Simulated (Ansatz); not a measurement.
# Ga2O3: levels of theory, part 1 of 2

Aim: for Ga2O3, compare levels of theory.

Computed with Ansatz 0.2.0 (DFT PBE, scalar-relativistic, plane waves, PAW, and further levels as typed in the inputs, unless a step's input says otherwise).

### Step 1. Starting point

It takes space group C2/m (No. 12, monoclinic). Conventional cell: a = 12.214 Å, b = 3.037 Å, c = 5.798 Å, α = 90.00°, β = 103.83°, γ = 90.00°. Ga (site symmetry m) has 4 O at 1.83 to 1.86 Å as nearest neighbours. Ga (site symmetry m) is surrounded by 6 O at 1.94 to 2.07 Å. O (site symmetry m) has 3 Ga at 1.83 to 1.94 Å as nearest neighbours. O (site symmetry m) has 4 Ga at 1.86 to 2.07 Å as nearest neighbours.

As a file:

```cif
data_structure
_symmetry_space_group_name_H-M 'P 1'
_symmetry_Int_Tables_number 1
_cell_length_a 6.2930
_cell_length_b 6.2930
_cell_length_c 5.7981
_cell_angle_alpha 103.414
_cell_angle_beta 103.414
_cell_angle_gamma 27.928
_cell_volume 104.42
loop_
_atom_site_label
_atom_site_type_symbol
_atom_site_fract_x
_atom_site_fract_y
_atom_site_fract_z
_atom_site_occupancy
Ga1 Ga 0.09050 0.09050 0.79460 1
Ga2 Ga 0.90950 0.90950 0.20540 1
Ga3 Ga 0.65866 0.65866 0.31402 1
Ga4 Ga 0.34134 0.34134 0.68598 1
O1 O 0.16450 0.16450 0.10980 1
O2 O 0.83550 0.83550 0.89020 1
O3 O 0.17330 0.17330 0.56320 1
O4 O 0.82670 0.82670 0.43680 1
O5 O 0.49590 0.49590 0.25660 1
O6 O 0.50410 0.50410 0.74340 1
```

### Step 2. Single point: Ga2O3, no spin

input.yaml reads:

```yaml
crystal:
  lattice:
    - [6.107, -1.51855, 0.0]
    - [6.107, 1.51855, 0.0]
    - [-1.3859888959, 0.0, 5.630008738]
  atoms:
    - { symbol: Ga, position: [0.0905, 0.0905, 0.7946] }
    - { symbol: Ga, position: [0.9095, 0.9095, 0.2054] }
    - { symbol: Ga, position: [0.65866, 0.65866, 0.31402] }
    - { symbol: Ga, position: [0.34134, 0.34134, 0.68598] }
    - { symbol: O, position: [0.1645, 0.1645, 0.1098] }
    - { symbol: O, position: [0.8355, 0.8355, 0.8902] }
    - { symbol: O, position: [0.1733, 0.1733, 0.5632] }
    - { symbol: O, position: [0.8267, 0.8267, 0.4368] }
    - { symbol: O, position: [0.4959, 0.4959, 0.2566] }
    - { symbol: O, position: [0.5041, 0.5041, 0.7434] }
scf:
  occupations: { method: fixed }
  n_extra_bands: 4
output:
  eigenvalues: true
  write_density: true
  write_potential: true
  elf: true
  volumetric_format: npy
kpoints:
  mp_grid: { grid: [6, 6, 4] }
hamiltonian:
  xc: pbe
```

Started as:

```
ansatz run input.yaml --threads 8 --pin off --max-ram 23552MiB --backend cpu --events-out ev --progress --plain --runs-dir out
```

The log of the run:

```text
Warning: RAYON_NUM_THREADS=8 ignored (pool sized by the plan → 8); use --threads N
basis.fft_grid_basis auto: the FFT boxes are laid along the combinations [[1, -1, 0], [0, 1, 0], [0, 0, 1]] of the cell's own vectors, 3.037, 6.293 and 5.798 Å long. The dense box has 24×45×40 points. Along the cell's own vectors, as sized, it would have 45×45×40, 1.88 times as many. Of the 4 symmetry operations that the crystal satisfies within crystal.symmetry.tolerance (time reversal apart; of a slab, those that keep its plane) the dense box along the cell's own vectors carries 4, and the one as laid loses 2 of those. basis.fft_grid_basis: typed keeps the cell's own vectors: state it where this run's energies or levels are differenced outside the engine with another run's, or held beside a run that keeps those vectors. Those combinations have planes normal to reciprocal vector 3, as the cell's own vectors have. Each planar average written beside output.write_density, output.write_potential has a row for each plane of the box: 40. The volumetric files lie along those combinations, not along the cell's own vectors: a cube or XSF file states them, and fields.json those of NumPy files.
scf.n_extra_bands = 4 over 44 filled bands (N_el = 88.0): the run solves 48 bands
Engine: ansatz 0.2.0, x86_64-unknown-linux-gnu
Pseudopotentials: kind: paw
Pseudopotential: Ga, paw, valence charge 13, recommended cutoff 420 eV (normal), Ga.paw.azcp
Pseudopotential: O, paw, valence charge 6, recommended cutoff 420 eV (normal), O.paw.azcp
Functional definition: PBE
  parameter kappa = 0.804
  parameter beta = 0.06672455060314922
  exchange = pbe_x(kappa = kappa, mu = beta*pi^2/3)
  correlation = pbe_c(beta = beta)
Crystal: 10 atoms, lattice volume = 104.423 Å³
Basis set: ecut = 420 eV, 2037 PW (Γ), FFT grids on a1−a2, a2, a3
Bands: 48, of which v1, the nominal top of the filled ones, is band 44 counted from 1 (43 counted from 0)
Symmetry: 4 space group operations
Space group: C2/m (ITA 12), of the structure as read, at distance tolerance 4.7e-5 Å
k-points: 47 of 144
Non-local potential: Ga, projectors of the file, l = 0: 2, l = 1: 2, l = 2: 3, l = 3: 1
Non-local potential: O, projectors of the file, l = 0: 2, l = 1: 2, l = 2: 1
PAW form: soft (Blöchl's): semilocal exchange-correlation on the pseudo side does not see the compensation charge
PAW one-centre angular grid: Ga, 590 points (default); XC on 64 Gauss nodes
PAW one-centre angular grid: O, 110 points (default); XC on 64 Gauss nodes
Initial density: superposition of atomic densities (neutral atoms: chi_scale 0, normalization atom), corrected by the library's trained network
Initial wavefunctions: pseudopotential atomic-orbital guess
Functional: x = pbe(κ = 0.804, μ = 0.2195149727645171), c = pbe(β = 0.06672455060314922)
SCF iter   1: F=—  HF=-18539.970537 eV  |F-HF|=—  |Δ(HF+E_count)|=         —  Δρ=1.11e-3  dr2=4.05e-4  ethr=1.77e-3  ⟨swp⟩=4.9  Hψ=7486  notcnv=0  defer=89
preconditioner: auto → Resta (q_TF=auto, 2.652 Å⁻¹)  ε∞=5.7  [insulator: Δε(μ)=2.443 eV  Ē_g=15.770 eV  n_scr=34 (ndim 8)  ℏωp=34.1 eV  f_vac=0.014  ε∞_Penn≈5.7]
SCF iter   2: F=—  HF=-18539.971388 eV  |F-HF|=—  |Δ(HF+E_count)|=   8.51e-4  Δρ=5.99e-4  dr2=1.43e-4  ethr=4.60e-7  ⟨swp⟩=2.9  Hψ=5397  notcnv=0  defer=94
SCF iter   3: F=—  HF=-18539.971838 eV  |F-HF|=—  |Δ(HF+E_count)|=   4.49e-4  Δρ=2.25e-4  dr2=3.48e-5  ethr=1.63e-7  ⟨swp⟩=2.0  Hψ=4412  notcnv=0  defer=94
SCF iter   4: F=—  HF=-18539.971827 eV  |F-HF|=—  |Δ(HF+E_count)|=   1.07e-5  Δρ=7.48e-5  dr2=5.05e-6  ethr=3.95e-8  ⟨swp⟩=2.0  Hψ=4124  notcnv=0  defer=35
SCF iter   5: F=—  HF=-18539.971830 eV  |F-HF|=—  |Δ(HF+E_count)|=   2.93e-6  Δρ=3.76e-5  dr2=1.40e-6  ethr=5.73e-9  ⟨swp⟩=2.0  Hψ=4277  notcnv=0  defer=36
SCF iter   6: F=—  HF=-18539.971830 eV  |F-HF|=—  |Δ(HF+E_count)|=   1.90e-7  Δρ=1.22e-5  dr2=1.71e-7  ethr=1.59e-9  ⟨swp⟩=2.0  Hψ=4173  notcnv=0  defer=37
SCF iter   7: F=-18539.971830 eV  HF=-18539.971830 eV  |F-HF|=4.76e-9  |Δ(HF+E_count)|=   9.00e-8  Δρ=4.67e-6  dr2=1.81e-8  ethr=1.14e-10  ⟨swp⟩=6.4  Hψ=6194  notcnv=0
SCF 1 converged in 7 iterations: F = -18539.971830 eV  dr2 = 1.81e-8
SCF converged after 7 iterations
Free energy (F): -18539.971830 eV
Harris-Foulkes:  -18539.971830 eV  (|F-HF|=4.76e-9)
Internal energy: -18539.971830 eV  (E = F + TS)
E sigma→0 (E₀):  -18539.971830 eV
Fermi energy:    8.215827 eV
--- Per-component energies (eV) ---
  E_band       = -89.150147
  E_kinetic    = 1522.897294
  E_local      = -9088.653811  (includes V_loc(G=0)·N_el)
  E_nonlocal   = 2021.720343
  E_hartree    = 4084.871770
  E_xc         = -713.435744
  E_vxc        = -791.507143  (∫ρ·V_xc dr)
  E_paw        = -8942.612433  (= ΣΔE_a)
  E_vpaw       = -1923.366920  (= ΣTr[D̂ρ^β])
  E_aug_tail   = 0.014339  (compensation charges beyond the density's cutoff)
  E_ewald      = -7424.773589
  E_smearing   = -0.000000  (= −TS)
  E_closure    = -0.000000  (closes the sum)
  Σ components = -18539.971830   (vs F -18539.971830, Δ=0.00e0)
--- Band table (eV; the first three rows and the last of 47) ---
  k-point 0: bands = ["-10.7148", "-9.5589", "-9.5263", "-9.4049", "-8.9305", "-8.9201", "-4.7122", "-4.6824", "-4.6769", "-4.6228", "-4.4978", "-4.4901", "-4.4828", "-4.4730", "-4.4172", "-4.2856", "-4.2822", "-4.2752", "-4.2433", "-4.2334", "-4.2081", "-4.2075", "-4.1506", "-4.0604", "-3.9067", "-3.8631", "1.2200", "2.3055", "3.4781", "4.0578", "4.6968", "5.5615", "5.6541", "6.0201", "6.2571", "6.3340", "6.5943", "6.6370", "7.2637", "7.5501", "7.5688", "7.7504", "7.9405", "8.2034", "10.6585", "13.9672", "14.9983", "15.0289"]
  k-point 1: bands = ["-10.6064", "-9.7516", "-9.5404", "-9.3188", "-9.0013", "-8.8745", "-4.6952", "-4.6843", "-4.6785", "-4.6194", "-4.5867", "-4.5174", "-4.4731", "-4.4500", "-4.4080", "-4.3041", "-4.2969", "-4.2816", "-4.2790", "-4.2225", "-4.2054", "-4.1874", "-4.1487", "-4.0231", "-4.0132", "-3.6758", "1.4948", "2.5717", "3.1763", "4.0894", "4.8378", "5.5705", "5.8178", "5.8820", "6.1945", "6.2266", "6.3999", "6.6512", "7.0020", "7.3385", "7.5858", "7.6658", "7.7574", "7.9598", "11.5905", "14.1329", "14.7824", "15.2035"]
  k-point 2: bands = ["-10.4353", "-9.9829", "-9.5496", "-9.2515", "-9.0308", "-8.8801", "-4.6854", "-4.6805", "-4.6646", "-4.6514", "-4.5956", "-4.5854", "-4.4514", "-4.4172", "-4.4125", "-4.3300", "-4.3282", "-4.2928", "-4.2559", "-4.2493", "-4.2036", "-4.1510", "-4.1473", "-4.0701", "-3.9855", "-3.5736", "2.1187", "2.3448", "3.1827", "3.9516", "5.0255", "5.5260", "5.6809", "5.9626", "6.2064", "6.2091", "6.3279", "6.6785", "6.6888", "6.8142", "7.5741", "7.6004", "7.7319", "7.9206", "13.0309", "13.1603", "14.9953", "15.4933"]
  k-point 46: bands = ["-10.3000", "-9.8984", "-9.7181", "-9.3758", "-9.0724", "-8.8160", "-4.6921", "-4.6904", "-4.6887", "-4.6630", "-4.6136", "-4.6132", "-4.4828", "-4.4441", "-4.4218", "-4.4148", "-4.3302", "-4.3266", "-4.2739", "-4.2713", "-4.2014", "-4.1922", "-4.1454", "-4.1139", "-3.6004", "-3.4184", "2.5344", "2.8147", "3.0166", "3.5686", "4.6062", "5.0545", "5.2974", "5.5398", "5.8067", "6.0592", "6.4022", "6.9868", "7.3502", "7.5265", "7.5965", "7.6241", "7.6340", "8.2158", "13.4480", "13.5789", "14.5159", "14.8100"]
```

It took 1.1 s on 8 threads of Intel Xeon 6975P-C (Granite Rapids), shared host; peak memory 0.67 GiB.

The maps below are laid out on this run's own conventional cell (a, b, c = 12.214, 3.037, 5.798 Å).

Density in a lattice plane of the grid's cell (edges 12.21 and 5.80 Å, at 0.000 of the third edge), which holds Ga and O.

Ten even steps from ' ' (0.03 e/Å³) to '@' (43.74 e/Å³):
```
                                        ..      
    @@::                ..                      
                @@::    ..                      
        ..                                      
        ..                              ..      
                                        ..      
                        ..    ::@@              
                        ..                ::@@  
        ..                                      
                                                
```
Columns run along the first of these edges and rows up along the second, over one cell in 24 and 10 even steps from the bottom left corner. Atoms in the plane (fractional): Ga at (0.09, 0.79), Ga at (0.91, 0.21), Ga at (0.66, 0.31), Ga at (0.34, 0.69), O at (0.16, 0.11), O at (0.84, 0.89), O at (0.17, 0.56), O at (0.83, 0.44), O at (0.50, 0.26), O at (0.50, 0.74).

ELF in the same plane.

Values, 6 rows by 12 columns:
```
0.10 0.03 0.17 0.04 0.17 0.14 0.85 0.50 0.03 0.64 0.64 0.37
0.11 0.18 0.81 0.41 0.05 0.26 0.81 0.29 0.03 0.03 0.07 0.03
0.02 0.42 0.70 0.29 0.12 0.04 0.02 0.04 0.12 0.29 0.70 0.42
0.11 0.03 0.07 0.03 0.03 0.29 0.81 0.26 0.05 0.41 0.81 0.18
0.10 0.37 0.64 0.64 0.03 0.50 0.85 0.14 0.17 0.04 0.17 0.03
0.02 0.43 0.82 0.15 0.03 0.03 0.04 0.03 0.03 0.15 0.82 0.43
```
Columns run along the first of these edges and rows up along the second, over one cell in 12 and 6 even steps from the bottom left corner. Atoms in the plane (fractional): Ga at (0.09, 0.79), Ga at (0.91, 0.21), Ga at (0.66, 0.31), Ga at (0.34, 0.69), O at (0.16, 0.11), O at (0.84, 0.89), O at (0.17, 0.56), O at (0.83, 0.44), O at (0.50, 0.26), O at (0.50, 0.74).

Both are smooth fields of the valence electrons: close to the nuclei they are not physical.

Outside the cores ELF peaks at 0.87 beside O, off the lines to its neighbours, 0.6 Å from O; 0.85 in the shell around O, 0.6 Å from O; 0.85 on the O–Ga line, 0.7 Å from O.

### Step 3. Single point: r2SCAN

input.yaml, as its differences from that of step 2:

```diff
@@ -21,6 +21,2 @@
   eigenvalues: true
-  write_density: true
-  write_potential: true
-  elf: true
-  volumetric_format: npy
 kpoints:
@@ -28,2 +24,2 @@
 hamiltonian:
-  xc: pbe
+  xc: r2scan
```

Started as:

```
ansatz run input.yaml --threads 8 --pin off --max-ram 23552MiB --backend cpu --events-out ev --progress --plain --runs-dir out
```

The log of the run, shortened:

```text
Warning: RAYON_NUM_THREADS=8 ignored (pool sized by the plan → 8); use --threads N
[...]
scf.n_extra_bands = 4 over 44 filled bands (N_el = 88.0): the run solves 48 bands
[...]
[... 1 set-up line as earlier in the session ...]
Pseudopotential: Ga, paw, valence charge 13, recommended cutoff 500 eV (meta_gga), Ga.paw.azcp
Pseudopotential: O, paw, valence charge 6, recommended cutoff 500 eV (meta_gga), O.paw.azcp
Functional definition: r2SCAN
[...]
Crystal: 10 atoms, lattice volume = 104.423 Å³
Basis set: ecut = 500 eV, 2661 PW (Γ), FFT grids on a1−a2, a2, a3, exchange–correlation on 96×192×180 points (64 copies of the dense FFT grid, shifted against one another)
Bands: 48, of which v1, the nominal top of the filled ones, is band 44 counted from 1 (43 counted from 0)
[... 2 set-up lines as earlier in the session ...]
k-points: 47 of 144
[...]
SCF iter   1: F=—  HF=-18577.669870 eV  |F-HF|=—  |Δ(HF+E_count)|=         —  Δρ=1.36e-2  dr2=8.54e-2  dr2_τ=4.04e-1  ethr=1.77e-3  ⟨swp⟩=4.9  Hψ=7492  notcnv=0  defer=91
[...]
SCF iter   8: F=-18577.838113 eV  HF=-18577.838113 eV  |F-HF|=1.82e-8  |Δ(HF+E_count)|=   1.46e-7  Δρ=5.58e-6  dr2=3.17e-8  dr2_τ=2.39e-9  ethr=1.14e-10  ⟨swp⟩=5.6  Hψ=7540  notcnv=0
[...]
SCF converged after 8 iterations
Free energy (F): -18577.838113 eV
[...]
E sigma→0 (E₀):  -18577.838113 eV
Fermi energy:    7.760447 eV
[...]
--- Band table (eV; the first three rows and the last of 47) ---
[...]
```

Wall time 2.1 s (8 threads of Intel Xeon 6975P-C (Granite Rapids), shared host); peak memory 0.96 GiB.

### Step 4. Single point: PBE, mesh 4×4×2

input.yaml, as its differences from that of step 3:

```diff
@@ -22,4 +22,4 @@
 kpoints:
-  mp_grid: { grid: [6, 6, 4] }
+  mp_grid: { grid: [4, 4, 2] }
 hamiltonian:
-  xc: r2scan
+  xc: pbe
```

Started as:

```
ansatz run input.yaml --threads 8 --pin off --max-ram 23552MiB --backend cpu --events-out ev --progress --plain --runs-dir out
```

The log of the run, shortened:

```text
Warning: RAYON_NUM_THREADS=8 ignored (pool sized by the plan → 8); use --threads N
[...]
scf.n_extra_bands = 4 over 44 filled bands (N_el = 88.0): the run solves 48 bands
[...]
[... 4 set-up lines as earlier in the session ...]
[...]
Crystal: 10 atoms, lattice volume = 104.423 Å³
Basis set: ecut = 420 eV, 2037 PW (Γ), FFT grids on a1−a2, a2, a3
Bands: 48, of which v1, the nominal top of the filled ones, is band 44 counted from 1 (43 counted from 0)
[... 2 set-up lines as earlier in the session ...]
k-points: 14 of 32
[...]
SCF iter   1: F=—  HF=-18539.926409 eV  |F-HF|=—  |Δ(HF+E_count)|=         —  Δρ=1.25e-3  dr2=6.32e-4  ethr=1.77e-3  ⟨swp⟩=4.9  Hψ=2233  notcnv=0  defer=27
[...]
SCF iter   7: F=-18539.927667 eV  HF=-18539.927667 eV  |F-HF|=2.76e-9  |Δ(HF+E_count)|=   2.67e-8  Δρ=3.35e-6  dr2=1.39e-8  ethr=1.14e-10  ⟨swp⟩=6.4  Hψ=1999  notcnv=0
[...]
SCF converged after 7 iterations
Free energy (F): -18539.927667 eV
[...]
E sigma→0 (E₀):  -18539.927667 eV
Fermi energy:    8.222659 eV
[...]
--- Band table (eV; the first three rows and the last of 14) ---
[...]
```

Run time: 0.39 s. Hardware: 8 threads of Intel Xeon 6975P-C (Granite Rapids), shared host; peak memory 0.58 GiB.

(Continued in part 2 of 2.)
